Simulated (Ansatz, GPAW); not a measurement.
Given: the input of a run of Ansatz 0.2.0 on TaSi2. 

Contents of input.yaml:

```yaml
crystal:
  lattice:
    - [4.7839, 0.0, 0.0]
    - [-2.39195, 4.1429789292, 0.0]
    - [0.0, 0.0, 6.57]
  atoms:
    - { symbol: Ta, position: [0.0, 0.5, 0.3333333333] }
    - { symbol: Ta, position: [0.5, 0.5, 0.6666666667] }
    - { symbol: Ta, position: [0.5, 0.0, 0.0] }
    - { symbol: Si, position: [0.31794, 0.15897, 0.3333333333] }
    - { symbol: Si, position: [0.15897, 0.84103, 0.6666666667] }
    - { symbol: Si, position: [0.84103, 0.68206, 0.0] }
    - { symbol: Si, position: [0.68206, 0.84103, 0.3333333333] }
    - { symbol: Si, position: [0.84103, 0.15897, 0.6666666667] }
    - { symbol: Si, position: [0.15897, 0.31794, 0.0] }
hamiltonian:
  xc: pbesol
  pseudopotentials: { kind: paw }
  hubbard: { sites: [{ species: Ta, l: d, u_eff: 2.0 }] }
kpoints:
  mp_grid: { grid: [5, 5, 3] }
scf:
  occupations: { method: fermi_dirac, width: 0.05 }
output:
  forces: true
  stress: true
  eigenvalues: true
```

Potentials or basis: Ansatz PAW.

The run is started by

```sh
$ ansatz run input.yaml --threads 4 --pin off --max-ram 11264MiB --backend cpu --events-out ev --progress --plain --runs-dir out
```

Problem. What does the same run look like in GPAW 26.7.0 (ASE script)? Potentials or basis there: PAW data sets generated for this functional, cutoff 600 eV.

Solution. As run (cutoffs and basis follow the program's own potentials, and thresholds, step limits or extra output files can differ):

The input run.py:

```python
from ase.dft.bandgap import bandgap
from ase.io import read, write
from ase.units import GPa
from gpaw import GPAW, PW, setup_paths

setup_paths.insert(0, '.')

atoms = read('TaSi2.xyz')

calc = GPAW(mode=PW(600),
            xc='PBEsol',
            kpts={'size': (5, 5, 3), 'gamma': True},
            occupations={'name': 'fermi-dirac', 'width': 0.05},
            setups={'Ta': ':d,2.0'},
            nbands=57,
            convergence={'density': 1e-05, 'energy': 1e-05},
            maxiter=150,
            txt='gpaw.txt')
atoms.calc = calc
energy = atoms.get_potential_energy()
forces = atoms.get_forces()
stress = atoms.get_stress()
calc.write('gs.gpw')
write('result.traj', atoms)
print(f'Energy: {energy:.6f} eV')
print('Forces (eV/A):')
print(forces.round(4))
print('Stress (GPa):', (stress / GPa).round(3))
print('Fermi level:', round(calc.get_fermi_level(), 4), 'eV')
print(f'Gap: {bandgap(calc)[0]:.4f} eV, direct: {bandgap(calc, direct=True)[0]:.4f} eV')
```

File TaSi2.xyz:

```xyz
9
Lattice="4.7839000000 0.0000000000 0.0000000000 -2.3919500000 4.1429789292 0.0000000000 0.0000000000 0.0000000000 6.5700000000" Properties=species:S:1:pos:R:3 pbc="T T T"
Ta    -1.1959750000      2.0714894646      2.1899999998
Ta     1.1959750000      2.0714894646      4.3800000002
Ta     2.3919500000      0.0000000000      0.0000000000
Si     1.1407448745      0.6586093604      2.1899999998
Si    -1.2512051255      3.4843695688      4.3800000002
Si     2.3919500000      2.8257602085      0.0000000000
Si     1.2512051255      3.4843695688      2.1899999998
Si     3.6431551255      0.6586093604      4.3800000002
Si     0.0000000000      1.3172187207      0.0000000000
```

Potentials or basis: PAW data sets generated in the run's folder for this functional, pw.

Run with:

```sh
$ gpaw-setup -f PBEsol Si Ta
$ OMP_NUM_THREADS=1 python run.py
```

Both were run:

|  | Ansatz | GPAW |
| --- | --- | --- |
| Pressure | -1.6 GPa | 0.7 GPa |

Ansatz's pressure holds a Pulay term of +0.05 GPa for its cutoff of 420 eV, which the other run lacks.

Ansatz's potentials were made for PBE.

Where Ansatz's input types no cutoff or centring, it takes its own default and a Γ-centred mesh.

How U acts hangs on each program's projectors.

Pressure is positive in compression.
